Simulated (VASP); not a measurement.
**BN: relaxation of cell and atoms with LDA**

BN:

```
B N
1.0
     2.53913    0.00000    0.00000
     0.00000    3.59087    0.00000
     0.00000    0.00000    2.57682
B N
2 2
Cartesian
  0.0000 0.0000 0.0000
  1.2696 1.7954 1.2884
  0.0000 0.8977 1.2884
  1.2696 2.6932 0.0000
```

The cell was built by a generator and isn't the measured one.

```
Program                : VASP 6.6.1
Task                   : relaxation of cell and atoms
Functional             : LDA
Potentials or basis    : VASP PAW LDA potentials, release 64 (B, N)
Cutoff                 : 600 eV
k mesh                 : 9 × 7 × 9
Occupations            : gaussian, width 0.02 eV
Spin                   : no spin polarisation
Further INCAR settings : ALGO = Normal; EDIFF = 1e-06; IBRION = 2; EDIFFG = -0.02; NSW = 40; ISIF = 3
```

```json
{
 "Relaxed volume": "5.77 Å³/atom",
 "Relaxed cell": "a = 2.539 Å, b = 3.591 Å, c = 2.531 Å, α = 90.00°, β = 90.00°, γ = 90.00°",
 "Space group after relaxing (to 0.05 Å)": "F-43m (No. 216)",
 "Energy gained by relaxing": "5.3 meV/atom",
 "Ionic steps": "6",
 "Pressure after relaxing": "-1.5 GPa",
 "Band gap on the k mesh": "4.38 eV"
}
```

Stress tensor (GPa, compression positive):
```
-2.65  0.00  0.00
 0.00 -2.17  0.00
 0.00  0.00  0.28
```

The path:
```csv
step,energy change (eV),largest force (eV/Å),pressure (GPa),volume (Å³)
1,0.0000,0.0269,-8.28,23.49
2,-0.0108,0.1135,3.27,22.81
3,-0.0212,0.0454,-1.74,23.09
4,-0.0212,0.0473,-1.55,23.08
5,-0.0212,0.0578,-1.45,23.08
6,-0.0213,0.0019,-1.51,23.08
```

Final structure:
```yaml
crystal:
  lattice:
    - [2.53913, 0.00000, 0.00000]
    - [0.00000, 3.59087, 0.00000]
    - [0.00000, 0.00000, 2.53123]
  atoms:
    - { symbol: B, position: [0.00000, 0.99997, 0.00000] }
    - { symbol: B, position: [0.50000, 0.49997, 0.50000] }
    - { symbol: N, position: [0.00000, 0.25003, 0.50000] }
    - { symbol: N, position: [0.50000, 0.75003, 0.00000] }
```

Levels at points of the mesh, in eV from the valence-band top:
```csv
k point,band 5,band 6,band 7,band 8,band 9,band 10,band 11,band 12
"(0.00, 0.00, 0.00)",-5.01,-0.02,-0.02,0.00,4.38,8.73,8.78,8.82
```

Run time: 100 s on 1 thread of AMD EPYC 7R43 64-Core Processor (Zen 3), on a shared host, peak memory 0.11 GiB.

Caveat: an odd mesh through Γ misses points on the zone boundary, where band edges often lie.
